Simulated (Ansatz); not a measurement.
Si2W:

```xyz
3
Lattice="-1.6069 1.6069 3.9150 1.6069 -1.6069 3.9150 1.6069 1.6069 -3.9150" Properties=species:S:1:pos:R:3 pbc="T T T"
W     0.0000    0.0000    0.0000
Si    0.0000    0.0000    5.2092
Si    0.0000    0.0000    2.6207
```

| Item | Value |
| --- | --- |
| Program | Ansatz 0.2.0 |
| Task | relaxation of cell and atoms |
| Functional | revPBE |
| Potentials or basis | Ansatz PAW |
| Cutoff | 420 eV (not typed: the program's choice for these potentials) |
| k mesh | 12 × 12 × 12 |
| Occupations | fermi-dirac, width 0.05 eV |
| Spin | no spin polarisation |

At the start: volume 13.48 Å³/atom.

Q: Where does the relaxation end?

A: It ends after 5 steps and the volume is 13.80 Å³/atom (+2.4 %); space group I4/mmm (No. 139, to 0.05 Å).

Step by step:
| step | energy change (eV) | largest force (eV/Å) | volume (Å³) |
| --- | --- | --- | --- |
| 1 | 0.0000 | 0.1019 | 40.44 |
| 2 | -0.0131 | 0.0462 | 41.74 |
| 3 | -0.0155 | 0.0101 | 41.40 |
| 4 | -0.0155 | 0.0022 | 41.39 |
| 5 | -0.0158 | 0.0022 | 41.39 |

Final structure:
```
CELL_PARAMETERS angstrom
-1.61937 1.61937 3.94547
1.61937 -1.61937 3.94547
1.61937 1.61937 -3.94547
ATOMIC_POSITIONS crystal
W 0.00000 0.00000 0.00000
Si 0.66557 0.66557 0.00000
Si 0.33443 0.33443 0.00000
```

Caveat: the plane-wave basis is chosen anew once the cell has moved, so the energies of steps on either side of that aren't comparable; the PAW data sets come from PBE, with cores solved anew for the run's functional, which leaves a small shift of forces and pressure.
